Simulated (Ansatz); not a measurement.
GeTe (R3m) was relaxed and computed twice in Ansatz (plane waves, PAW), once with LDA and once with r²SCAN.

```csv
,run 1,run 2
cell,"a = 4.1873 Å, b = 4.1873 Å, c = 11.0734 Å, α = 90.00°, β = 90.00°, γ = 120.00°","a = 4.132 Å, b = 4.132 Å, c = 10.395 Å, α = 90.00°, β = 90.00°, γ = 120.00°"
gap (eV),0.59,0.37
ΔH_f (eV/atom),-0.03,-0.09
B₀ by P(V) fit (GPa),27.7,46.9
K_Hill (GPa),32.7,48.7
G_Hill (GPa),23.9,34.9
"highest Γ mode, no LO–TO term (cm⁻¹)",160,126
Θ_D (K),217,259
```

Question: Which run used which functional?

Answer: Run 1 is r²SCAN, run 2 is LDA.

All cells were relaxed under the symmetry of their starts (and spin orders); stability against distortions was not tested throughout. Scalar-relativistic: spin–orbit coupling is off unless named, which matters more the heavier the elements.

Potentials: the later of the program's two PAW sets.

Ansatz (an electronic-structure program) is a plane-wave DFT program.

Formation energies count from the lowest solids of the elements computed at the same level, not from gases.
